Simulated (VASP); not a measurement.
**AlAs: equation of state with PBE**

Crystal: AlAs.

```
CELL_PARAMETERS angstrom
0.00000 2.83040 2.83040
2.83040 0.00000 2.83040
2.83040 2.83040 0.00000
ATOMIC_POSITIONS crystal
As 0.75000 0.75000 0.75000
Al 0.00000 0.00000 0.00000
```

| Property | Result |
| --- | --- |
| Program | VASP 6.6.1 |
| Task | equation of state |
| Functional | PBE |
| Potentials or basis | VASP PAW PBE potentials, release 64 (As, Al) |
| Cutoff | 520 eV |
| k mesh | 8 × 8 × 8 |
| Occupations | fermi-dirac, width 0.05 eV |
| Spin | no spin polarisation |
| Further INCAR settings | ALGO = Normal; EDIFF = 1e-07; NBANDS = 11 |

The equilibrium volume is 23.55 Å³/atom, the bulk modulus is 67 GPa and the pressure derivative of the bulk modulus is 4.3.

Energy against volume, from the lowest point:
| volume (Å³/atom) | energy (meV/atom) |
| --- | --- |
| 21.314 | 53.23 |
| 21.768 | 32.62 |
| 22.221 | 17.49 |
| 22.675 | 7.33 |
| 23.128 | 1.64 |
| 23.582 | 0.00 |
| 24.035 | 2.00 |

All runs of the series together: 100 s on 1 thread of Intel(R) Xeon(R) Platinum 8488C (Sapphire Rapids), on a shared host.

PBE usually gives volumes a little too large and moduli too small. Zero-point motion and thermal expansion aren't in these numbers.
